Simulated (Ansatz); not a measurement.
# SiC (model cell, started as CsCl type): following an unstable mode

Wanted: the energy along a soft mode of SiC (model cell, started as CsCl type) and the structure at the end.

Main program and level: Ansatz 0.2.0; DFT PBEsol, scalar-relativistic, plane waves, norm-conserving pseudopotentials.

The structure was built from a prototype and need not be the compound's stable phase.

### 1. Set-up

It takes space group Pm-3m (No. 221, cubic). The conventional cell has a = 2.622 Å, b = 2.622 Å, c = 2.622 Å, α = 90.00°, β = 90.00°, γ = 90.00°. Si has 8 C at 2.27 Å nearest. Nearest to C lie 8 Si at 2.27 Å. Farther neighbours are not listed.

### 2. Response at finite wavevector

The cell comes from relaxations at this level that are not shown. Stability and thermal properties need the whole zone. Linear response on a 4×4×4 q mesh gives force constants as far as a supercell of that size would.

The input, input.yaml:

```yaml
crystal:
  lattice:
    - [2.6224102767, 0.0, 0.0]
    - [0.0, 2.6224102767, 0.0]
    - [0.0, 0.0, 2.6224102767]
  atoms:
    - { symbol: Si, position: [0.0, 0.0, 0.0] }
    - { symbol: C, position: [0.5, 0.5, 0.5] }
kpoints:
  mp_grid: { grid: [16, 16, 16] }
hamiltonian:
  xc: pbesol
  pseudopotentials: { kind: nc }
scf:
  occupations: { method: methfessel_paxton, width: 0.2 }
output:
  eigenvalues: true
phonons:
  method: dfpt
  qmesh: [4, 4, 4]
  temperatures: { t_max: 1000, t_step: 50 }
  qpath:
    path:
      - [[0.0, 0.0, 0.0], [0.0, 0.5, 0.0], [0.5, 0.5, 0.0], [0.0, 0.0, 0.0], [0.5, 0.5, 0.5], [0.0, 0.5, 0.0]]
      - [[0.5, 0.5, 0.5], [0.5, 0.5, 0.0]]
    npoints: 10
```

Run with:

```bash
> ansatz run input.yaml --threads 4 --pin off --max-ram 10240MiB --backend cpu --events-out ev --progress --plain --runs-dir out
```

Numbers of over 12 decimals in the logs are rounded to 6 here.

Log:

```text
Engine: ansatz 0.2.0, aarch64-unknown-linux-gnu
Pseudopotentials: kind: nc
Pseudopotential: Si, nc, valence charge 4, recommended cutoff 489.804952 eV (normal), Si.nc.azcp (PseudoDojo's, or run here from an input of PseudoDojo's: the run reads no file of this project's for it)
Pseudopotential: C, nc, valence charge 4, recommended cutoff 1115.666836 eV (normal), C.nc.azcp (PseudoDojo's, or run here from an input of PseudoDojo's: the run reads no file of this project's for it)
Functional definition: PBEsol
  exchange = pbesol_x
  correlation = pbesol_c
Crystal: 2 atoms, lattice volume = 18.034 Å³
Basis set: ecut = 1115.666836 eV, 1551 PW (Γ), exchange–correlation on 60×60×60 points (8 copies of the dense FFT grid, shifted against one another)
Bands: 8, of which v1, the nominal top of the filled ones, is band 4 counted from 1 (3 counted from 0)
Symmetry: 48 space group operations
k-points: 165 of 4096
Non-local potential: Si, projectors of the file, l = 0: 2, l = 1: 2, l = 2: 2
Non-local potential: C, projectors of the file, l = 0: 2, l = 1: 2
Initial density: superposition of atomic densities (chi_scale 0.1, normalization cell, long waves kept (reshape's long-wave potential 0.00 eV rms))
Initial wavefunctions: pseudopotential atomic-orbital guess
Functional: x = pbesol(κ = 0.804, μ = 0.123457), c = pbesol(β = 0.046)
SCF iter   1: F=—  HF=-275.370358 eV  |F-HF|=—  |Δ(HF+E_count)|=         —  Δρ=6.22e-2  dr2=9.84e-1  ethr=3.10e-3  ⟨swp⟩=5.2  Hψ=9663  notcnv=0
preconditioner: auto → none  [metal: Δε(μ)=0.024 eV  Ē_g=12.789 eV  σ=0.200 eV  W_gap=0.10  n_scr=0 (ndim 8)  ℏωp=24.7 eV  f_vac=0.000  D(μ)=0.95/eV (n_scr^D=6)]
SCF iter   2: F=—  HF=-275.155573 eV  |F-HF|=—  |Δ(HF+E_count)|=   2.15e-1  S|Δr|=    0.00e0  Δρ=3.51e-2  dr2=2.23e-1  ethr=3.10e-3  ⟨swp⟩=5.4  Hψ=16663  notcnv=0
automatic band count: the SCF goes on with 12 bands, as 8 were too few: they end inside the smearing window of the response
SCF iter   3: F=—  HF=-275.095750 eV  |F-HF|=—  |Δ(HF+E_count)|=   5.98e-2  S|Δr|=    0.00e0  Δρ=9.32e-3  dr2=8.59e-3  ethr=2.79e-3  ⟨swp⟩=1.5  Hψ=3515  notcnv=0  defer=143
SCF iter   4: F=—  HF=-275.093229 eV  |F-HF|=—  |Δ(HF+E_count)|=   2.52e-3  S|Δr|=    0.00e0  Δρ=5.86e-4  dr2=3.40e-5  ethr=1.07e-4  ⟨swp⟩=2.0  Hψ=2212  notcnv=0  defer=143
SCF iter   5: F=—  HF=-275.093223 eV  |F-HF|=—  |Δ(HF+E_count)|=   6.32e-6  S|Δr|=    0.00e0  Δρ=1.13e-4  dr2=1.09e-6  ethr=4.25e-7  ⟨swp⟩=2.2  Hψ=2190  notcnv=0  defer=143
SCF iter   6: F=—  HF=-275.093223 eV  |F-HF|=—  |Δ(HF+E_count)|=   5.27e-7  S|Δr|=    0.00e0  Δρ=1.77e-5  dr2=2.57e-8  ethr=1.37e-8  ⟨swp⟩=1.3  Hψ=1649  notcnv=0  defer=143
SCF iter   7: F=—  HF=-275.093223 eV  |F-HF|=—  |Δ(HF+E_count)|=   1.91e-9  S|Δr|=    0.00e0  Δρ=1.45e-6  dr2=1.66e-10  ethr=3.21e-10  ⟨swp⟩=1.7  Hψ=1851  notcnv=0  defer=143
SCF iter   8: F=-275.093223 eV  HF=-275.093223 eV  |F-HF|=1.71e-13  |Δ(HF+E_count)|=  7.96e-12  S|Δr|=    0.00e0  Δρ=5.78e-8  dr2=2.53e-13  ethr=1.00e-12  ⟨swp⟩=10.0  Hψ=9549  notcnv=0
SCF 1 converged in 8 iterations: F = -275.093223 eV  dr2 = 2.53e-13
Initial density: read from a saved state, or passed on in memory by an earlier SCF of this step, an earlier step, the calling program or the single point that the run made first
iter 1 solved again at ethr=2.76e-9 eV; its pass at ethr=3.10e-3 eV (dr2=2.20e-7 eV) is discarded
SCF iter   1: F=—  HF=-275.093223 eV  |F-HF|=—  |Δ(HF+E_count)|=         —  Δρ=1.02e-7  dr2=1.44e-12  ethr=2.76e-9  ⟨swp⟩=3.4  Hψ=14310  notcnv=0
eigensolver tolerance schedule: the retry pair's looser diagonalisation over-reported the residual by 152723.01 of it (diagonalisation noise at 0.16 of the residual, at the tolerance the schedule requests for it); recorded, not acted on — ethr = c·dr2/N_el stays at c = 1.0e-1
preconditioner: auto → none  [metal: Δε(μ)=0.011 eV  Ē_g=12.592 eV  σ=0.200 eV  W_gap=0.05  n_scr=0 (ndim 8)  ℏωp=24.7 eV  f_vac=0.000  D(μ)=0.93/eV (n_scr^D=6)]
SCF iter   2: F=-275.093223 eV  HF=-275.093223 eV  |F-HF|=5.68e-13  |Δ(HF+E_count)|=   1.20e-8  S|Δr|=    0.00e0  Δρ=5.90e-8  dr2=7.82e-13  ethr=1.00e-12  ⟨swp⟩=4.8  Hψ=5889  notcnv=0
SCF 2 converged in 2 iterations: F = -275.093223 eV  dr2 = 7.82e-13
phonons: the bands overlap, so this run is a metal and interpolates without the dipole-dipole term. If the crystal is really an insulator or semiconductor, its LO-TO splitting is missing
NSCF: frozen V_eff on 165 k-points
NSCF: frozen V_eff on 405 k-points
DFPT response loops at q = (0, 0, 0) (fractional): preconditioner auto → Kerker (q_TF=auto, 2.383 Å⁻¹) (partly filled bands, converged f_vac=0.000); β = 1.00, the filter's whole step (`scf.mixing.beta` (0.50) is not read by the response loops under this deck's `scf.mixing.preconditioner`; to damp them name `kerker` or `kerker_dos`, under which they read `scf.mixing.beta`, and type it under 1.00, their step now; both keys bind the ground state too); Broyden in place of MSR1
NSCF: frozen V_eff on 2592 k-points
DFPT response loops at q = (0, 0, 0.25) (fractional): mixed as the last ones told, above
NSCF: frozen V_eff on 1458 k-points
DFPT response loops at q = (0, 0, -0.5) (fractional): mixed as the last ones told, above
NSCF: frozen V_eff on 4608 k-points
DFPT response loops at q = (0, 0.25, 0.25) (fractional): mixed as the last ones told, above
NSCF: frozen V_eff on 2592 k-points
DFPT response loops at q = (0, 0.25, -0.5) (fractional): mixed as the last ones told, above
NSCF: frozen V_eff on 1458 k-points
DFPT response loops at q = (0, -0.5, -0.5) (fractional): mixed as the last ones told, above
NSCF: frozen V_eff on 4352 k-points
DFPT response loops at q = (0.25, 0.25, 0.25) (fractional): mixed as the last ones told, above
NSCF: frozen V_eff on 4608 k-points
DFPT response loops at q = (0.25, 0.25, -0.5) (fractional): mixed as the last ones told, above
NSCF: frozen V_eff on 2592 k-points
DFPT response loops at q = (0.25, -0.5, -0.5) (fractional): mixed as the last ones told, above
NSCF: frozen V_eff on 810 k-points
DFPT response loops at q = (-0.5, -0.5, -0.5) (fractional): mixed as the last ones told, above
SCF converged after 8 iterations
Stability not checked: this state was not tested for a lower state beside it, because cold or Methfessel-Paxton smearing, or corrected tetrahedra, fill the levels in a way that the test cannot read (fill_not_monotonic; see scf.lower_state_search)
Free energy (F): -275.093223 eV
Harris-Foulkes:  -275.093223 eV  (|F-HF|=1.71e-13)
Internal energy: -275.092049 eV  (E = F + TS)
E sigma→0 (E₀):  -275.092929 eV
Entropy (-TS):   -0.001173 eV (-0.587 meV/atom)
Fermi energy:    13.064412 eV
--- Per-component energies (eV) ---
  E_band       = 50.270005
  E_kinetic    = 149.154753
  E_local      = -31.700370  (includes V_loc(G=0)·N_el)
  E_nonlocal   = 13.233321
  E_hartree    = 13.881687
  E_xc         = -99.933154
  E_vxc        = -108.181072  (∫ρ·V_xc dr)
  E_ewald      = -319.728286
  E_smearing   = -0.001173  (= −TS)
  E_closure    = -0.000000  (closes the sum)
  Σ components = -275.093223   (vs F -275.093223, Δ=0.00e0)
--- Band table (eV; the first three rows and the last of 165) ---
  k-point 0: bands = [-4.7257, 11.9113, 11.9113, 11.9113, 14.8586, 17.9244, 17.9244, 26.0528, ... 4 higher]
  k-point 1: bands = [-4.6493, 11.1151, 11.9668, 11.9668, 15.1663, 18.0013, 18.4862, 25.8531, ... 4 higher]
  k-point 2: bands = [-4.4204, 9.5365, 12.1306, 12.1306, 15.5807, 18.2304, 19.7869, 25.2822, ... 4 higher]
  k-point 164: bands = [6.1278, 8.5139, 8.5139, 8.5139, 11.4442, 11.4442, 11.4442, 13.9515, ... 4 higher]
--- Phonons (Γ-DFPT): 2 representative perturbations + reference (Σ response iterations 5) ---
  ASR residual: 2.384e-5 → 0.000e0 eV/Å²; symmetrization residual: 8.596e-8 eV/Å²
  ASR residual per site (eV/Å²): 2.38e-5 1.19e-5
  Γ frequencies (cm⁻¹): -343.03 -343.03 -343.03 0.00 0.00 0.00
--- Phonons (arbitrary-q DFPT): 10 irreducible q on the 4×4×4 mesh ---
  q = [0.0000, 0.0000, 0.0000] (star 1, of the zone-centre solve; hermiticity 4.72e-8, symmetrization 1.95e-15): -343.03 -343.03 -343.03 0.00 0.00 0.00
  q = [0.0000, 0.0000, 0.2500] (star 6, 4 solved perturbations in 4032 linear systems a pass and spin channel, the states on 1296 of 4096 k-point pairs; hermiticity 2.40e-7, symmetrization 6.78e-14, the responses' own estimated error 7.0e-5 eV/Å²): -366.41 -366.41 -176.52 -129.81 -129.81 248.44
  q = [0.0000, 0.0000, -0.5000] (star 3, 4 solved perturbations in 2268 linear systems a pass and spin channel, the states on 729 of 4096 k-point pairs; hermiticity 1.83e-14, symmetrization 7.97e-14, the responses' own estimated error 5.2e-5 eV/Å²): -445.01 -445.01 -186.81 -186.81 194.72 291.20
  q = [0.0000, 0.2500, 0.2500] (star 12, 4 solved perturbations in 7056 linear systems a pass and spin channel, the states on 2304 of 4096 k-point pairs; hermiticity 2.84e-8, symmetrization 8.32e-14, the responses' own estimated error 3.6e-5 eV/Å²): -441.53 -313.44 -251.76 -182.16 185.02 230.45
  q = [0.0000, 0.2500, -0.5000] (star 12, 6 solved perturbations on 1296 of 4096 k-point pairs; hermiticity 2.19e-7, symmetrization 1.99e-15, the responses' own estimated error 4.4e-5 eV/Å²): -590.34 -288.42 -218.47 77.84 250.35 299.25
  q = [0.0000, -0.5000, -0.5000] (star 3, 4 solved perturbations in 2268 linear systems a pass and spin channel, the states on 729 of 4096 k-point pairs; hermiticity 1.67e-7, symmetrization 2.04e-14, the responses' own estimated error 3.1e-5 eV/Å²): -794.66 -243.41 -60.04 -60.04 327.43 327.43
  q = [0.2500, 0.2500, 0.2500] (star 8, 2 solved perturbations on 2176 of 4096 k-point pairs; hermiticity 3.27e-7, symmetrization 1.32e-13, the responses' own estimated error 3.9e-5 eV/Å²): -512.57 -257.80 -257.80 179.78 179.78 189.24
  q = [0.2500, 0.2500, -0.5000] (star 12, 4 solved perturbations in 7056 linear systems a pass and spin channel, the states on 2304 of 4096 k-point pairs; hermiticity 2.90e-7, symmetrization 2.57e-14, the responses' own estimated error 3.5e-5 eV/Å²): -479.71 -198.08 -26.30 112.04 270.77 303.65
  q = [0.2500, -0.5000, -0.5000] (star 6, 4 solved perturbations in 4032 linear systems a pass and spin channel, the states on 1296 of 4096 k-point pairs; hermiticity 1.60e-8, symmetrization 6.51e-14, the responses' own estimated error 3.1e-5 eV/Å²): -393.15 91.15 188.23 188.23 320.67 320.67
  q = [-0.5000, -0.5000, -0.5000] (star 1, 2 solved perturbations on 405 of 4096 k-point pairs; hermiticity 1.50e-14, symmetrization 1.50e-13, the responses' own estimated error 2.9e-5 eV/Å²): 259.48 259.48 259.48 428.80 428.80 428.80
  sum rule: each row above includes the acoustic sum rule's correction from the zone centre's row sums; it moved no ω² by more than (0.52 cm⁻¹)²
  mesh force constants: q→R imaginary residual 3.10e-18; ASR residual 2.384e-5 → 0.000e0 eV/Å²; symmetrization residual 3.553e-15 eV/Å²
  interpolated dispersion: 62 rows × 6 modes
  density of states and harmonic sums: on the 24×24×24 q-mesh, interpolated from the force constants of a 4×4×4 supercell (no non-analytic term)
  largest difference from the sums on the solved wave vectors: F 8.65e-3 eV, S 1.15e-5 and C_V 5.31e-6 eV/K
  zero-point energy: 0.036235 eV/cell   skipped modes (ω ≤ 0): 1485, of them read as no rigid motion or as one in doubt: 1482 (3.329e0 modes/cell left out, lowest -794.66 cm⁻¹)   left out of the sums: 5.55e-1 of the cell's modes: C_V's classical limit lies that fraction below 3 k_B per atom; for a crystal, a wire or a layer, F and S can be off by more, and a phonons.interpolated_qmesh denser along its periods is the remedy for the sampling
```

The job ended after 3.8 min (4 threads of Arm Neoverse V1, shared host; peak memory 3.5 GiB).

Reading the cycles: dr2 is the Hartree energy of the density residual (eV), the measure of convergence; HF is the Harris–Foulkes estimate of the energy, which meets the free energy F at convergence.

This step gave:

```
volume per atom                                         : 9.017 Å³
gap on the k-mesh                                       : 0 eV
sum-rule residual before enforcement                    : 2.38e-5 eV/Å²
lowest frequency on the path                            : -794.7 cm⁻¹
point group                                             : m-3m
highest frequency on the path or at a solved wavevector : 428.8 cm⁻¹
highest optical mode at the zone centre (no LO-TO term) : -343.0 cm⁻¹
lowest optical zone-centre mode                         : -343.0 cm⁻¹
lowest mode on the q mesh (acoustic modes at Γ apart)   : -794.7 cm⁻¹
```

Frequencies (cm⁻¹) solved at each irreducible wavevector; negative means imaginary. Frequencies by wavevector, by row:

```
q in reciprocal lattice units  star  mode 1  mode 2  mode 3  mode 4  mode 5  mode 6
                        0 0 0     1    -343    -343    -343       0       0       0
                     0 0 0.25     6  -366.4  -366.4  -176.5  -129.8  -129.8   248.4
                     0 0 -0.5     3    -445    -445  -186.8  -186.8   194.7   291.2
                  0 0.25 0.25    12  -441.5  -313.4  -251.8  -182.2     185   230.4
                  0 0.25 -0.5    12  -590.3  -288.4  -218.5    77.8   250.3   299.2
                  0 -0.5 -0.5     3  -794.7  -243.4     -60     -60   327.4   327.4
               0.25 0.25 0.25     8  -512.6  -257.8  -257.8   179.8   179.8   189.2
               0.25 0.25 -0.5    12  -479.7  -198.1   -26.3     112   270.8   303.6
               0.25 -0.5 -0.5     6  -393.1    91.2   188.2   188.2   320.7   320.7
               -0.5 -0.5 -0.5     1   259.5   259.5   259.5   428.8   428.8   428.8
```

Interpolated from a 4×4×4 q mesh. Phonon branches along the path, in cm⁻¹:

```
    point  branch 1  branch 2  branch 3  branch 4  branch 5  branch 6
        Γ      -343      -343      -343         0         0         0
  halfway      -366      -366      -176      -130      -130       248
        X      -445      -445      -187      -187       195       291
  halfway      -590      -288      -218        78       250       299
        M      -795      -243       -60       -60       327       327
  halfway      -442      -313      -252      -182       185       230
        Γ      -343      -343      -343         0         0         0
  halfway      -513      -258      -258       180       180       189
        R       260       260       260       429       429       429
  halfway      -480      -198       -26       112       271       304
        X      -445      -445      -187      -187       195       291
jump to R       260       260       260       429       429       429
  halfway      -393        91       188       188       321       321
        M      -795      -243       -60       -60       327       327
```

The phonon branches as a text plot (rows in cm⁻¹):

```
    403 |                                    ****         *
    352 |              *                    **   **        **
    301 |     ********* ***                      *********   ****
    250 |   **     **     ****             *******  ***   ***
    199 |      ****        ****         ***      **    *** * *
    148 |  *                  **     ***   *       *        *
     97 | *   *     **         **   ***     *      **        **
     46 |*            *          * **
     -5 |*                        **                *          *
    -56 | **       *   **       **                   *          *
   -106 |   **    *   *  *     *                     **
   -157 |   ***  *   *    *  **          **           ***     *
   -208 |      *******    ***                     * *    *  *  *
   -259 |  *          **** ****         *                       *
   -310 | *                  ***** *****             *
   -361 |*****    **          *******      *          *
   -412 |     *                      **            *   **    *
   -463 |      ***           *         * **         *  ***
   -514 |         **       **           *            **
   -565 |
   -616 |                 *
   -667 |           *                                         *
   -718 |            *   *                                     *
   -769 |             ***                                       *
         Γ      X      M          Γ            R        X|R     M
```

Symmetry leaves 10 wavevectors to solve. The lowest mode among them, the acoustic zeros apart, lies at q = (0, -0.5, -0.5) and is imaginary, 794.7i cm⁻¹, so the energy falls along it.

### 3. The mode frozen in, largest atomic shift 0 Å

The mode followed lies at q = (0, -0.5, -0.5) with frequency 794.7i cm⁻¹, the softest among the wavevectors solved. At small amplitude the distorted cell has space group no. 129 by a symmetry search on the positions. The undistorted cell that holds it gives the zero of energy on the same k mesh.

System of this step: SiC (model cell, started as CsCl type). The structure is cubic, space group Pm-3m (No. 221). The conventional cell has a = 2.622 Å, b = 2.622 Å, c = 2.622 Å, α = 90.00°, β = 90.00°, γ = 90.00°. Nearest to Si lie 8 C at 2.27 Å. Nearest to C lie 8 Si at 2.27 Å. Farther neighbours are not listed.

input.yaml, the sections that differ from step 2:

```yaml
crystal:
  lattice:
    - [-2.6224102767, 0.0, 0.0]
    - [0.0, -2.6224102767, -2.6224102767]
    - [0.0, -2.6224102767, 2.6224102767]
  atoms:
    - { symbol: Si, position: [0.0, 0.5, 0.5] }
    - { symbol: Si, position: [0.0, 0.0, 0.0] }
    - { symbol: C, position: [0.5, 0.0, 0.5] }
    - { symbol: C, position: [0.5, 0.5, 0.0] }
kpoints:
  mp_grid: { grid: [16, 12, 12] }
output:
  forces: true
  stress: true
  eigenvalues: true
# hamiltonian, scf: as in step 2
# phonons: removed
```

Log:

```text
[...]
Crystal: 4 atoms, lattice volume = 36.069 Å³
Basis set: ecut = 1115.666836 eV, 3067 PW (Γ), exchange–correlation on 60×90×90 points (8 copies of the dense FFT grid, shifted against one another)
Bands: 12, of which v1, the nominal top of the filled ones, is band 8 counted from 1 (7 counted from 0)
Symmetry: 32 space group operations
[...]
k-points: 252 of 2304
[...]
--- Band table (eV; the first three rows and the last of 252) ---
  k-point 0: bands = [... 4 lower, 7.5470, 11.9106, 11.9117, 11.9117, 14.8584, 15.5222, 17.9236, 17.9252]
  k-point 1: bands = [... 4 lower, 8.1024, 11.5118, 11.5903, 11.9600, 15.1898, 15.4516, 18.1092, 18.3133]
  k-point 2: bands = [... 4 lower, 9.4011, 10.6629, 10.8187, 12.1069, 15.2436, 15.8203, 18.6374, 19.2630]
  k-point 251: bands = [... 4 lower, 4.9181, 4.9181, 7.5438, 7.5438, 15.5245, 15.5245, 21.9824, 21.9824]
[key lines of the parts left out:]
SCF converged after 6 iterations
Free energy (F): -550.187945 eV
Fermi energy:    13.055485 eV
P = ⅓ Tr σ = -0.1525 GPa (-1.525 kbar)
```

Wall time 6.4 s (4 threads); peak memory 0.59 GiB.

Numbers from this step:

```yaml
pressure: -0.1525 GPa
energy_from_the_undistorted_cell: 0 meV/atom
```

The run ends at a pressure of -0.15 GPa.

[end of part 1 of 3]

[Logs are printed without paths, hosts, clocks, repeated set-up lines and the standing remarks that a program may print on its own settings, such as how far it seeks lower states.]

[Hosts, paths, dates, database ids (printed as entryN), source tags and the programs' standing remarks are cut or masked in the printed files.]
